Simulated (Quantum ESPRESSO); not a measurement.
# PbS (Galena): zone-centre phonons under several settings

```
CELL_PARAMETERS angstrom
0.00000 2.96575 2.96575
2.96575 0.00000 2.96575
2.96575 2.96575 0.00000
ATOMIC_POSITIONS crystal
Pb 0.00000 0.00000 0.00000
S 0.50000 0.50000 0.50000
```

All runs used Quantum ESPRESSO 7.5; k mesh 8 × 8 × 8, shifted; no spin polarisation; cutoff 762 eV; occupations smeared at first, fixed for the response.

```csv
level,potentials,geometry,volume (Å³/atom),pressure (GPa),lowest optical mode without the field (cm⁻¹),sum of the Born charges (e)
WC,PseudoDojo 0.4.1 SR PBE standard,"given cell, atoms relaxed",26.09,-0.7,71,0.01
rPW86PBE+rVV10,PseudoDojo 0.4.1 SR PBE standard,relaxed cell,27.44,0.0,67,0.00
LDA,PseudoDojo 0.4.1 SR LDA standard,"given cell, atoms relaxed",26.09,?,?,?
rev-vdW-DF2,PseudoDojo 0.4.1 SR PBE standard,"given cell, atoms relaxed",26.09,1.2,85,0.01
```

Problem. What stands in the row left open?

Solution. Pressure -2.6 GPa; lowest optical mode without the field 48 cm⁻¹; sum of the Born charges 0.01 e.

Caveats: the potentials were made for another functional, which shifts forces and pressure (some runs).

